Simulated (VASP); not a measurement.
# Ge under changes of volume

One of the cells (18.618 Å³/atom); the others are scaled copies at fixed shape and fractional positions:

```
Ge
1.0
     1.49791   -2.61187    0.00000
     1.49791    2.61187    0.00000
     0.00000    0.00000    4.75891
Ge
2
Cartesian
  1.4979 0.8700 1.1897
  1.4979 -0.8700 3.5692
```

This isn't the form of Ge at room conditions, which is diamond.

- Program: VASP 6.6.1
- Functional: PBE
- Potentials or basis: VASP PAW PBE potentials, release 64 (Ge_d)
- Cutoff: 520 eV
- k mesh: 10 × 10 × 6
- Occupations: fermi-dirac, width 0.05 eV
- Spin: no spin polarisation

```tsv
volume (Å³/atom)	energy over the lowest point (meV/atom)	pressure (GPa)	largest force (eV/Å)
17.158	?	?	?
17.523	42.92	8.1	0.002
17.888	26.50	6.1	0.001
18.618	6.18	2.7	0.000
18.984	1.50	1.3	0.000
19.349	0.00	-0.1	0.001
```

Task: What does the run at 17.158 Å³/atom give?

Result: Energy over the lowest point 64.12 meV/atom; pressure 10.3 GPa; largest force 0.003 eV/Å.

Worked out: A Birch-Murnaghan fit of order 3 (a polynomial in V^(-2/3)) to the other rows has its minimum at 19.35 Å³/atom, just outside them, with B0 = V·E''(V) = 67 GPa and B' = 4.3 at fixed shape and positions, which overstates the stiffness. It gives 64.13 meV/atom at 17.158 Å³/atom, against the run's 64.12, and -dE/dV = 10.4 GPa, against 10.3.

Energies are extrapolated to zero smearing.
